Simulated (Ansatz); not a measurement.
Here is an Ansatz 0.2.0 calculation.

Contents of input.yaml:

```yaml
crystal:
  lattice:
    - [0.0, 3.231, 3.231]
    - [3.231, 0.0, 3.231]
    - [3.231, 3.231, 0.0]
  atoms:
    - { symbol: Pb, position: [0.0, 0.0, 0.0] }
    - { symbol: Te, position: [0.5, 0.5, 0.5] }
kpoints:
  mp_grid: { grid: [6, 6, 6] }
scf:
  occupations: { method: fermi_dirac, width: 0.05 }
hamiltonian:
  xc: pbesol
  pseudopotentials: { kind: all_electron, datasets: crystal }
output:
  forces: true
  stress: true
  eigenvalues: true
  elf: true
  volumetric_format: npy
```

Potentials or basis: all-electron PAW datasets made for the crystal.

Run with:

```sh
$ ansatz run input.yaml --threads 2 --pin off --max-ram 8192MiB --backend cpu --events-out ev --progress --plain --runs-dir out
```

Estimate the pressure.

-0.4 GPa.

Predict the band gap on the k mesh.

0.66 eV, direct.

Caveat: spin-orbit coupling is left out, which as a rule narrows the gap of such compounds by several tenths of an eV.

**Experimental background.**

From a printed reference work, monograph, for a bulk crystal of TePb at 4.2 K: band gap 0.19 eV (direct).

Against the measured gap of TePb, 0.19 eV (direct; 4.2 K; a printed reference work, monograph), the calculated 0.66 eV is off by +0.47 eV. Spin-orbit coupling on Pb, Te is left out. The value is that of PBEsol on a finite k mesh, which can miss the band edges, without temperature or zero-point motion.
